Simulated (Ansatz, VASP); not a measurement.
**ZnSe in VASP and in Ansatz**

```xyz
2
Lattice="0.0000 2.8338 2.8055 2.8338 0.0000 2.8055 2.8338 2.8338 0.0000" Properties=species:S:1:pos:R:3 pbc="T T T"
Zn    0.0000    0.0000    0.0000
Se    1.4169    1.4169    1.4027
```

Change from the starting cell: z stretched by -1 %, ions relaxed.

Alike in both runs: functional PBE; k mesh 13 × 13 × 13; occupations fermi-dirac, width 0.02 eV; no spin polarisation.

Ansatz relaxed the structure, and its values are those at the end. VASP's run is a single point on that final structure, the one shown.

|  | VASP | Ansatz |
| --- | --- | --- |
| version | VASP 6.6.1 | Ansatz 0.2.0 |
| potentials or method | VASP PAW PBE potentials, release 64 (Zn, Se) | plane-wave PAW, scalar-relativistic |
| plane-wave cutoff (eV) | 520 | 420 |
| valence electrons in the cell | 18 | 28 |

```tsv
	VASP	Ansatz	Ansatz less VASP
gap on the k mesh at the Fermi level (eV)	1.31	1.30	-0.003
pressure (GPa)	3.0	2.8	-0.25
```

The two sets of potentials don't hold the same shells in valence. Ansatz warned: «stress_scf_threshold_loose».
